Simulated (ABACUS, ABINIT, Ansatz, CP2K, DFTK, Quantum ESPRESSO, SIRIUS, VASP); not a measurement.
## La: 9 runs at one level of theory

```xyz
2
Lattice="3.7500 0.0000 0.0000 -1.8750 3.2476 0.0000 0.0000 0.0000 6.0700" Properties=species:S:1:pos:R:3 pbc="T T T"
La    1.8750    1.0825    4.5525
La    0.0000    2.1651    1.5175
```

This isn't the form of La at room conditions, which is double hcp.

Alike in all runs: task single point; functional PBE; k mesh 8 × 8 × 5; occupations fermi-dirac, width 0.05 eV; no spin polarisation; no spin-orbit coupling. Pressure is positive in compression and, in plane waves, holds the error of the finite cutoff, which Ansatz's Pulay term estimates and takes out.

| program and potentials | plane-wave cutoff (eV) | notes | pressure (GPa) |
| --- | --- | --- | --- |
| CP2K, GTH_POTENTIALS La GTH-PBE-q11; TZVP-MOLOPT-SR-GTH basis | - | atomic basis | 1.80 |
| Quantum ESPRESSO, SSSP 1.3 efficiency PBE | 748 | - | 0.81 |
| VASP, PBE PAW files La, 520 eV | 520 | - | 0.75 |
| DFTK, PseudoDojo SR PBE 0.4.1 standard (PBE) | 1497 | - | 0.67 |
| ABINIT, JTH PAW PBE v2.0 | 544 | - | 0.78 |
| Ansatz, Ansatz PAW (earlier soft set) | 420 | - | 0.67 |
| SIRIUS, PseudoDojo 0.4.1 PBE standard (scalar relativistic) | 1500 | - | 0.67 |
| Ansatz, all-electron LAPW, scalar-relativistic | - | - | 0.70 |
| ABACUS, PseudoDojo NC SR 0.4.1 PBE standard, plane waves | 1510 | - | 0.67 |

The pressure spans 0.67 (DFTK, PseudoDojo SR PBE 0.4.1 standard (PBE)) to 1.80 GPa (CP2K, GTH_POTENTIALS La GTH-PBE-q11; TZVP-MOLOPT-SR-GTH basis), with all-electron results at 0.70. Rows in atomic bases carry the error of their basis and grid, which can be large.

The functional is the same throughout but for its coding, so the spread measures potentials, basis and numerics; runs on potential files found faulty are left out.
